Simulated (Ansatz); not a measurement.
# Zn16O15: the cost of one run

Method: DFT, PBE, plane-wave PAW, default files, scalar-relativistic, as far as a step names no other, in Ansatz 0.2.0.

### Step 1. The starting structure

Symmetry: P3m1, No. 156, trigonal system. The conventional cell has a = 6.499 Å, b = 6.499 Å, c = 10.411 Å, α = 90.00°, β = 90.00°, γ = 120.00°. Zn (site symmetry m) has 3 O at 1.97 to 1.98 Å as nearest neighbours. Zn (site symmetry m) is surrounded by 4 O at 1.97 to 1.98 Å. Around Zn (site symmetry 3m) lie 4 O at 1.97 to 1.98 Å. Zn (site symmetry 3m) has 3 O at 1.98 Å as nearest neighbours. Only part of the 15 independent sites is listed.

As a file:

```
Zn O
1.0
     6.49862    0.00000    0.00000
    -3.24931    5.62797    0.00000
     0.00000    0.00000   10.41142
Zn O
16 15
Cartesian
  0.0000 1.8760 2.6029
  0.0000 1.8760 7.8086
  -1.6247 4.6900 2.6029
  -1.6247 4.6900 7.8086
  3.2493 1.8760 2.6029
  3.2493 1.8760 7.8086
  1.6247 4.6900 2.6029
  1.6247 4.6900 7.8086
  1.6247 0.9380 0.0000
  1.6247 0.9380 5.2057
  0.0000 3.7520 0.0000
  0.0000 3.7520 5.2057
  4.8740 0.9380 0.0000
  4.8740 0.9380 5.2057
  3.2493 3.7520 0.0000
  3.2493 3.7520 5.2057
  1.6247 0.9380 7.1787
  0.0000 3.7520 1.9730
  0.0000 3.7520 7.1787
  4.8740 0.9380 1.9730
  4.8740 0.9380 7.1787
  3.2493 3.7520 1.9730
  3.2493 3.7520 7.1787
  0.0000 1.8760 4.5759
  0.0000 1.8760 9.7816
  -1.6247 4.6900 4.5759
  -1.6247 4.6900 9.7816
  3.2493 1.8760 4.5759
  3.2493 1.8760 9.7816
  1.6247 4.6900 4.5759
  1.6247 4.6900 9.7816
```

The vacant site is at (0.333, 0.167, 0.190) in fractional coordinates of the input's cell.

### Step 2. Gradients at the starting positions

input.yaml reads:

```yaml
crystal:
  lattice:
    - [6.498616, 0.0, 0.0]
    - [-3.249308, 5.6279665454, 0.0]
    - [0.0, 0.0, 10.411418]
  atoms:
    - { symbol: Zn, position: [0.1666666666, 0.3333333334, 0.25], spin: 0.5 }
    - { symbol: Zn, position: [0.1666666666, 0.3333333334, 0.75] }
    - { symbol: Zn, position: [0.1666666666, 0.8333333334, 0.25], spin: 0.5 }
    - { symbol: Zn, position: [0.1666666666, 0.8333333334, 0.75] }
    - { symbol: Zn, position: [0.6666666666, 0.3333333334, 0.25], spin: 0.5 }
    - { symbol: Zn, position: [0.6666666666, 0.3333333334, 0.75] }
    - { symbol: Zn, position: [0.6666666666, 0.8333333334, 0.25] }
    - { symbol: Zn, position: [0.6666666666, 0.8333333334, 0.75] }
    - { symbol: Zn, position: [0.3333333334, 0.1666666666, 0.0], spin: 0.5 }
    - { symbol: Zn, position: [0.3333333334, 0.1666666666, 0.5] }
    - { symbol: Zn, position: [0.3333333334, 0.6666666666, 0.0] }
    - { symbol: Zn, position: [0.3333333334, 0.6666666666, 0.5] }
    - { symbol: Zn, position: [0.8333333334, 0.1666666666, 0.0] }
    - { symbol: Zn, position: [0.8333333334, 0.1666666666, 0.5] }
    - { symbol: Zn, position: [0.8333333334, 0.6666666666, 0.0] }
    - { symbol: Zn, position: [0.8333333334, 0.6666666666, 0.5] }
    - { symbol: O, position: [0.3333333334, 0.1666666666, 0.689505] }
    - { symbol: O, position: [0.3333333334, 0.6666666666, 0.189505] }
    - { symbol: O, position: [0.3333333334, 0.6666666666, 0.689505] }
    - { symbol: O, position: [0.8333333334, 0.1666666666, 0.189505] }
    - { symbol: O, position: [0.8333333334, 0.1666666666, 0.689505] }
    - { symbol: O, position: [0.8333333334, 0.6666666666, 0.189505] }
    - { symbol: O, position: [0.8333333334, 0.6666666666, 0.689505] }
    - { symbol: O, position: [0.1666666666, 0.3333333334, 0.439505] }
    - { symbol: O, position: [0.1666666666, 0.3333333334, 0.939505] }
    - { symbol: O, position: [0.1666666666, 0.8333333334, 0.439505] }
    - { symbol: O, position: [0.1666666666, 0.8333333334, 0.939505] }
    - { symbol: O, position: [0.6666666666, 0.3333333334, 0.439505] }
    - { symbol: O, position: [0.6666666666, 0.3333333334, 0.939505] }
    - { symbol: O, position: [0.6666666666, 0.8333333334, 0.439505] }
    - { symbol: O, position: [0.6666666666, 0.8333333334, 0.939505] }
magnetization:
  spin_polarized: true
kpoints:
  mp_grid: { grid: [3, 3, 2] }
scf:
  occupations: { method: fermi_dirac, width: 0.01 }
hamiltonian:
  xc: pbe
  pseudopotentials: { kind: paw }
output:
  forces: true
  stress: true
  populations: true
  efg:
    quadrupole_moments_barn: { Zn: 0.122, O: -0.02558 }
    contact_densities: true
```

The run is started by

```bash
$ ansatz run input.yaml --threads 4 --pin off --max-ram 8192MiB --backend cpu --events-out ev --progress --plain --runs-dir out
```

Q: Estimate wall time and peak memory on 4 threads of Arm Neoverse V2, shared host.

About 40 s, with a peak of 1.8 GiB.
